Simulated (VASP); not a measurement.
# Pt (R-3m) in VASP: further runs, part 2 of 2

VASP 6.6.1. Earlier steps stand in the parts before.

## (3) Single point, PBEsol

This run uses another cell than the first one, of 20.55 Å³/atom, 1.221 times its volume.

Input file INCAR:

```
SYSTEM = Pt
PREC = Accurate ; ENCUT = 520
EDIFF = 1E-6 ; ISMEAR = 0
SIGMA = 0.1 ; LREAL = .False.
LASPH = .True. ; NELM = 100
ALGO = Fast ; ISIF = 2
LWAVE = .False. ; LCHARG = .False.
GGA = PS ; NBANDS = 72
```

Input file KPOINTS:

```
Automatic mesh
0
Gamma
  3 3 3
  0 0 0
```

Input file POSCAR:

```
Pt
1.0
    3.6565791051      2.1111269307      5.3245791027
   -3.6565791051      2.1111269307      5.3245791027
    0.0000000000     -4.2222538613      5.3245791027
Pt
12
Direct
    0.0219476479      0.6593278173      0.0219476479
    0.0219476479      0.0219476479      0.6593278173
    0.6593278173      0.0219476479      0.0219476479
    0.9780523521      0.3406721827      0.9780523521
    0.3406721827      0.9780523521      0.9780523521
    0.9780523521      0.9780523521      0.3406721827
    0.2585436395      0.5999245833      0.2585436395
    0.2585436395      0.2585436395      0.5999245833
    0.5999245833      0.2585436395      0.2585436395
    0.7414563605      0.4000754167      0.7414563605
    0.4000754167      0.7414563605      0.7414563605
    0.7414563605      0.7414563605      0.4000754167
```

Potentials or basis: VASP PAW PBE potentials, release 64 (Pt).

On the command line:

```sh
cat potpaw_PBE.64/Pt/POTCAR > POTCAR
mpirun -np 1 vasp_std > vasp.out
```

OUTCAR:

```text
SYSTEM = Pt
   PREC = Accurate
   ENCUT = 520
   EDIFF = 1E-6
   ISMEAR = 0
   LREAL = .False.
   LASPH = .True.
   NELM = 100
   ISIF = 2
   GGA = PS

 ion  position               nearest neighbor table
   1  0.022  0.659  0.022-   4 2.46   7 2.53  12 2.60  11 2.60   3 2.65   2 2.65
   2  0.022  0.022  0.659-   6 2.46   8 2.53  10 2.60  11 2.60   1 2.65   3 2.65
   3  0.659  0.022  0.022-   5 2.46   9 2.53  12 2.60  10 2.60   1 2.65   2 2.65
   4  0.978  0.341  0.978-   1 2.46  10 2.53   8 2.60   9 2.60   5 2.65   6 2.65
   5  0.341  0.978  0.978-   3 2.46  11 2.53   8 2.60   7 2.60   4 2.65   6 2.65
   6  0.978  0.978  0.341-   2 2.46  12 2.53   9 2.60   7 2.60   5 2.65   4 2.65
   7  0.259  0.600  0.259-   9 2.50   8 2.50   1 2.53   6 2.60   5 2.60  12 3.05  11 3.05
   8  0.259  0.259  0.600-   7 2.50   9 2.50   2 2.53   4 2.60   5 2.60  11 3.05  10 3.05
   9  0.600  0.259  0.259-   7 2.50   8 2.50   3 2.53   6 2.60   4 2.60  12 3.05  10 3.05
  10  0.741  0.400  0.741-  11 2.50  12 2.50   4 2.53   2 2.60   3 2.60   8 3.05   9 3.05
  11  0.400  0.741  0.741-  10 2.50  12 2.50   5 2.53   2 2.60   1 2.60   8 3.05   7 3.05
  12  0.741  0.741  0.400-  10 2.50  11 2.50   6 2.53   3 2.60   1 2.60   9 3.05   7 3.05

  LATTYP: Found a trigonal (rhomboedric) cell.
[... 645 lines left out ...]

  FORCE on cell =-STRESS in cart. coord.  units (eV):
  Direction    XX          YY          ZZ          XY          YZ          ZX
  --------------------------------------------------------------------------------------
  -------------------------------------------------------------------------------------
  Total       -0.1109127     -0.1109127     -0.5062472     -0.0000000     -0.0000000      0.0000000
  in kB       -0.7205531     -0.7205531     -3.2888751     -0.0000000     -0.0000000      0.0000000
  external PRESSURE =      -1.5766604 kB  Pullay stress =       0.0000000 kB

 VOLUME and BASIS-vectors are now :
 -----------------------------------------------------------------------------
  energy-cutoff  :      520.00
  volume of cell :      246.62
      direct lattice vectors                 reciprocal lattice vectors
     3.656579105  2.111126931  5.324579103     0.136739829  0.078946777  0.062602757
    -3.656579105  2.111126931  5.324579103    -0.136739829  0.078946777  0.062602757
     0.000000000 -4.222253861  5.324579103     0.000000000 -0.157893554  0.062602757

 POSITION                                       TOTAL-FORCE (eV/Angst)
 -----------------------------------------------------------------------------------
     -2.33063      1.34559      3.74437        -0.023919      0.013810      0.008181
      0.00000     -2.69118      3.74437         0.000000     -0.027620      0.008181
      2.33063      1.34559      3.74437         0.023919      0.013810      0.008181
      2.33063     -1.34559     12.22937         0.023919     -0.013810     -0.008181
     -2.33063     -1.34559     12.22937        -0.023919     -0.013810     -0.008181
      0.00000      2.69118     12.22937         0.000000      0.027620     -0.008181
     -1.24829      0.72070      5.94762        -0.018699      0.010796      0.013267
      0.00000     -1.44140      5.94762         0.000000     -0.021592      0.013267
      1.24829      0.72070      5.94762         0.018699      0.010796      0.013267
      1.24829     -0.72070     10.02612         0.018699     -0.010796     -0.013267
     -1.24829     -0.72070     10.02612        -0.018699     -0.010796     -0.013267
      0.00000      1.44140     10.02612         0.000000      0.021592     -0.013267
 -----------------------------------------------------------------------------------
    total drift:                               -0.000000     -0.000000      0.000000

  FREE ENERGIE OF THE ION-ELECTRON SYSTEM (eV)
  ---------------------------------------------------
  free  energy   TOTEN  =       -73.8833546886 eV

  energy  without entropy=      -73.8249151669  energy(sigma->0) =      -73.85413493
```

OSZICAR:

```text
N       E                     dE             d eps       ncg     rms          rms(c)
DAV:   1     0.751012009984E+03    0.75101E+03   -0.59520E+04   864   0.156E+03
DAV:   2    -0.394484595991E+02   -0.79046E+03   -0.74890E+03   968   0.327E+02
DAV:   3    -0.784248340364E+02   -0.38976E+02   -0.36358E+02  1120   0.616E+01
DAV:   4    -0.795431107714E+02   -0.11183E+01   -0.11121E+01   976   0.107E+01
DAV:   5    -0.795685360047E+02   -0.25425E-01   -0.25419E-01  1040   0.164E+00    0.375E+01
RMM:   6    -0.742868538705E+02    0.52817E+01   -0.13617E+01   864   0.140E+01    0.205E+01
RMM:   7    -0.746621567429E+02   -0.37530E+00   -0.60716E+00   871   0.753E+00    0.116E+01
RMM:   8    -0.739628072678E+02    0.69935E+00   -0.21231E+00   864   0.475E+00    0.576E+00
RMM:   9    -0.738817261152E+02    0.81081E-01   -0.43192E-01   883   0.231E+00    0.110E+00
RMM:  10    -0.738828587808E+02   -0.11327E-02   -0.91175E-02   997   0.745E-01    0.393E-01
RMM:  11    -0.738832688032E+02   -0.41002E-03   -0.11248E-02   971   0.262E-01    0.165E-01
RMM:  12    -0.738834408658E+02   -0.17206E-03   -0.20507E-03  1033   0.114E-01    0.203E-01
RMM:  13    -0.738833447947E+02    0.96071E-04   -0.82767E-04   886   0.103E-01    0.157E-02
RMM:  14    -0.738833518399E+02   -0.70452E-05   -0.11812E-04   952   0.349E-02    0.141E-02
RMM:  15    -0.738833552436E+02   -0.34037E-05   -0.34083E-05  1016   0.136E-02    0.906E-03
RMM:  16    -0.738833546886E+02    0.55503E-06   -0.41095E-06   631   0.596E-03
   1 F= -.73883355E+02 E0= -.73854135E+02  d E =-.584395E-01
```

Run time: 84 s. Hardware: 1 thread of Intel Xeon 6975P-C (Granite Rapids), shared host; peak memory 0.41 GiB.

Results:

| Item | Value |
| --- | --- |
| Free energy | -73.8834 eV |
| Pressure | -0.2 GPa |
| Largest force | 0.029 eV/Å |
| Band gap on the k mesh | none (metal or under the smearing width) |

Forces in eV/Å, atoms in the order of the input:
```
Pt  -0.024  0.014  0.008
Pt   0.000 -0.028  0.008
Pt   0.024  0.014  0.008
Pt   0.024 -0.014 -0.008
Pt  -0.024 -0.014 -0.008
Pt   0.000  0.028 -0.008
Pt  -0.019  0.011  0.013
Pt   0.000 -0.022  0.013
Pt   0.019  0.011  0.013
Pt   0.019 -0.011 -0.013
Pt  -0.019 -0.011 -0.013
Pt   0.000  0.022 -0.013
```

Levels at points of the mesh, in eV from the Fermi level:
```csv
k point,band 56,band 57,band 58,band 59,band 60,band 61,band 62,band 63,band 64,band 65
"(0.00, 0.00, 0.00)",-0.42,-0.08,-0.08,-0.08,0.02,0.02,0.14,0.14,0.39,0.47
```

Caveat: the PAW data sets were made with another functional, which shifts forces and pressure a little. The run has no spin-orbit coupling, so splittings on Pt are missing.

## (4) Relaxation of cell and atoms, PBEsol

Input file INCAR:

```
SYSTEM = Pt
  PREC = Accurate
  ENCUT = 600
  EDIFF = 1E-6
  ISMEAR = 0
  SIGMA = 0.1
  LREAL = .FALSE.
  LASPH = .TRUE.
  NELM = 100
  ALGO = Fast
  ISIF = 3
  LWAVE = .FALSE.
  LCHARG = .FALSE.
  GGA = PS
  IBRION = 2
  NSW = 90
  EDIFFG = -0.04
```

Input file KPOINTS:

```
regular mesh
0
G
  3 3 3
  0 0 0
```

Input file POSCAR:

```
Pt
1.0
    3.2456362395      1.8738689566      5.5351150598
   -3.2456362395      1.8738689566      5.5351150598
    0.0000000000     -3.7477379131      5.5351150598
Pt
12
Direct
    0.0101900000      0.6536100000      0.0101900000
    0.0101900000      0.0101900000      0.6536100000
    0.6536100000      0.0101900000      0.0101900000
    0.9898100000      0.3463900000      0.9898100000
    0.3463900000      0.9898100000      0.9898100000
    0.9898100000      0.9898100000      0.3463900000
    0.2211800000      0.6306000000      0.2211800000
    0.2211800000      0.2211800000      0.6306000000
    0.6306000000      0.2211800000      0.2211800000
    0.7788200000      0.3694000000      0.7788200000
    0.3694000000      0.7788200000      0.7788200000
    0.7788200000      0.7788200000      0.3694000000
```

On the command line:

```sh
cat potpaw_PBE.64/Pt/POTCAR > POTCAR
mpirun -np 1 vasp_std > vasp.out
```

It took 30 min on 1 thread of Intel Xeon 6975P-C (Granite Rapids), shared host; peak memory 0.46 GiB.

It converged, with:

- Free energy: -73.8586 eV
- Relaxed volume: 20.51 Å³/atom
- Relaxed cell: a = 6.788 Å, b = 6.788 Å, c = 6.788 Å, α = 65.19°, β = 65.19°, γ = 65.19°
- Space group after relaxing (to 0.05 Å): R-3m (No. 166)
- Energy gained by relaxing: 1317.2 meV/atom
- Ionic steps: 29
- Pressure after relaxing: 0.2 GPa
- Largest force after relaxing: 0.032 eV/Å
- Band gap on the k mesh: none (metal or under the smearing width)

Forces on the atoms (eV/Å):
```
Pt   0.003 -0.002  0.024
Pt   0.000  0.004  0.024
Pt  -0.003 -0.002  0.024
Pt  -0.003  0.002 -0.024
Pt   0.003  0.002 -0.024
Pt   0.000 -0.004 -0.024
Pt  -0.013  0.008  0.028
Pt   0.000 -0.015  0.028
Pt   0.013  0.008  0.028
Pt   0.013 -0.008 -0.028
Pt  -0.013 -0.008 -0.028
Pt   0.000  0.015 -0.028
```

Stress tensor (GPa, compression positive):
```
0.20 0.00 0.00
0.00 0.20 0.00
0.00 0.00 0.06
```

The path:
| step | energy change (eV) | largest force (eV/Å) | pressure (GPa) | volume (Å³) |
| --- | --- | --- | --- | --- |
| 1 | 0.0000 | 10.1682 | 85.49 | 201.98 |
| 2 | 19.1419 | 1.2541 | -9.44 | 594.42 |
| 3 | 12.7857 | 0.8475 | -13.21 | 497.61 |
| 4 | 4.7059 | 1.6999 | -17.00 | 414.18 |
| 5 | -10.4721 | 4.0810 | -14.99 | 295.52 |
| 6 | -13.9169 | 4.3518 | 5.28 | 245.80 |
| 7 | -13.9293 | 4.4095 | 1.67 | 250.85 |
| 8 | -13.9392 | 4.3932 | 2.81 | 249.17 |
| 9 | -14.2187 | 1.4932 | -5.98 | 270.36 |
| 10 | -15.0191 | 0.5061 | -3.74 | 258.89 |
| 11 | -15.0207 | 0.5699 | -3.63 | 258.58 |
| 12 | -15.0556 | 0.5368 | 4.92 | 246.26 |
| 13 | -15.1356 | 0.3194 | 0.79 | 251.71 |
| 14 | -15.2109 | 0.4210 | 0.64 | 251.42 |
| 15 | -15.2498 | 0.7158 | 0.67 | 250.91 |
| 16 | -15.2987 | 0.6115 | 0.25 | 251.42 |
| 17 | -15.4106 | 0.4922 | -0.96 | 252.90 |
| 18 | -15.4192 | 1.3579 | -2.85 | 255.64 |
| 19 | -15.4621 | 0.6154 | -1.89 | 254.10 |
| 20 | -15.5298 | 0.6768 | -1.22 | 252.80 |
| 21 | -15.6181 | 0.9180 | 0.65 | 249.39 |
| 22 | -15.7024 | 0.4772 | 0.13 | 249.19 |
| 23 | -15.7337 | 0.4769 | -0.32 | 248.88 |
| 24 | -15.7692 | 0.3019 | -0.33 | 248.19 |
| 25 | -15.7883 | 0.2099 | -0.27 | 247.11 |
| 26 | -15.7950 | 0.1718 | 0.21 | 246.34 |
| 27 | -15.7981 | 0.1266 | 0.83 | 245.39 |
| 28 | -15.8024 | 0.0846 | 0.58 | 245.68 |
| 29 | -15.8064 | 0.0318 | 0.15 | 246.17 |

Final structure:
```
CELL_PARAMETERS angstrom
3.65648 2.11107 5.31522
-3.65648 2.11107 5.31522
0.00000 -4.22214 5.31522
ATOMIC_POSITIONS crystal
Pt 0.02159 0.65974 0.02159
Pt 0.02159 0.02159 0.65974
Pt 0.65974 0.02159 0.02159
Pt 0.97841 0.34026 0.97841
Pt 0.34026 0.97841 0.97841
Pt 0.97841 0.97841 0.34026
Pt 0.25846 0.59982 0.25846
Pt 0.25846 0.25846 0.59982
Pt 0.59982 0.25846 0.25846
Pt 0.74154 0.40018 0.74154
Pt 0.40018 0.74154 0.74154
Pt 0.74154 0.74154 0.40018
```

Levels at points of the mesh, in eV from the Fermi level:
| k point | band 57 | band 58 | band 59 | band 60 | band 61 | band 62 | band 63 | band 64 |
| --- | --- | --- | --- | --- | --- | --- | --- | --- |
| (0.00, 0.00, 0.00) | -0.08 | -0.08 | -0.08 | 0.02 | 0.02 | 0.13 | 0.13 | 0.40 |

Caveat: the k mesh is coarse (spacing up to 0.39 Å⁻¹), so the values aren't converged; the volume moved by over 15 % at a fixed basis, so the end points are rough; the PAW data sets were made with another functional, which shifts forces and pressure a little. Spin-orbit coupling is left out, which matters for the levels of Pt.

## (5) Single point, PBEsol

This run uses another cell than the first one, of 20.52 Å³/atom, 1.219 times its volume.

Input file INCAR:

```
  ALGO = Fast
  EDIFF = 1E-6
  ENCUT = 520
  GGA = PS
  ISIF = 2
  ISMEAR = 0
  LASPH = True
  LCHARG = True
  LELF = True
  LREAL = False
  LVHAR = True
  LWAVE = False
  NBANDS = 72
  NELM = 100
  PREC = Accurate
  SIGMA = 0.1
```

Input file KPOINTS:

```
k-points
0
Gamma
  6 6 6
```

Input file POSCAR:

```
Pt
1.0
    3.6769865459      2.1229091721      5.2573542366
   -3.6769865459      2.1229091721      5.2573542366
    0.0000000000     -4.2458183442      5.2573542366
Pt
12
Direct
    0.0215644907      0.6616074641      0.0215644907
    0.0215644907      0.0215644907      0.6616074641
    0.6616074641      0.0215644907      0.0215644907
    0.9784355093      0.3383925359      0.9784355093
    0.3383925359      0.9784355093      0.9784355093
    0.9784355093      0.9784355093      0.3383925359
    0.2601841583      0.6005536231      0.2601841583
    0.2601841583      0.2601841583      0.6005536231
    0.6005536231      0.2601841583      0.2601841583
    0.7398158417      0.3994463769      0.7398158417
    0.3994463769      0.7398158417      0.7398158417
    0.7398158417      0.7398158417      0.3994463769
```

On the command line:

```sh
cat potpaw_PBE.64/Pt/POTCAR > POTCAR
mpirun -np 1 vasp_std > vasp.out
```

Run time: 5.7 min. Hardware: 1 thread of Intel Xeon 6975P-C (Granite Rapids), shared host; peak memory 0.58 GiB.

It converged, with:

* Free energy: -73.9454 eV
* Pressure: -0.4 GPa
* Largest force: 0.014 eV/Å
* Band gap on the k mesh: none (metal or under the smearing width)

Forces on the atoms (eV/Å):
```
Pt  -0.012  0.007 -0.001
Pt   0.000 -0.014 -0.001
Pt   0.012  0.007 -0.001
Pt   0.012 -0.007  0.001
Pt  -0.012 -0.007  0.001
Pt   0.000  0.014  0.001
Pt   0.004 -0.002 -0.001
Pt   0.000  0.005 -0.001
Pt  -0.004 -0.002 -0.001
Pt  -0.004  0.002  0.001
Pt   0.004  0.002  0.001
Pt   0.000 -0.005  0.001
```

Stress tensor (GPa, compression positive):
```
-0.39  0.00  0.00
 0.00 -0.39  0.00
 0.00  0.00 -0.28
```

Levels at points of the mesh, in eV from the Fermi level:
```
           k point  band 57  band 58  band 59  band 60  band 61  band 62  band 63  band 64
(0.00, 0.00, 0.00)    -0.10    -0.10    -0.07    -0.01    -0.01     0.09     0.09     0.42
(0.50, 0.00, 0.00)    -0.50    -0.38    -0.13    -0.08     0.01     0.27     0.57     0.76
(0.50, 0.50, 0.00)    -0.46    -0.34    -0.23     0.01     0.12     0.32     0.33     0.41
(0.50, 0.50, 0.50)    -0.61    -0.29    -0.29    -0.02    -0.01    -0.01     0.04     0.04
```

Caveat: the PAW data sets were made with another functional, which shifts forces and pressure a little.

## (6) The runs side by side

```csv
task,cell,k mesh,cutoff (eV),mesh quality,gap on the mesh (eV),pressure (GPa),largest force (eV/Å)
single point,"R-3m, 16.83 Å³/atom",3 × 3 × 3,520,coarse,none,85.4,10.17
single point,"R-3m, 20.55 Å³/atom",3 × 3 × 3,520,not flagged,none,-0.2,0.03
relaxation of cell and atoms,relaxed,3 × 3 × 3,600,coarse,none,0.2,0.03
single point,"R-3m, 20.52 Å³/atom",6 × 6 × 6,520,not flagged,none,-0.4,0.01
```

Alike in all rows: level PBEsol; potentials or basis VASP PAW PBE potentials, release 64 (Pt); no spin polarisation; smearing gaussian 0.1 eV.

Caveats: some runs use coarse meshes; the PAW data sets were made with another functional, which shifts forces and pressure a little; a pressure of tens of GPa on the cell as given is suspect, and the run, the potentials or the cell itself is likely at fault (some runs); the volume moved by over 15 % at a fixed basis, so the end points are rough (some runs).

Total energies depend on the potentials used, so only differences within one code and one set of settings carry meaning.
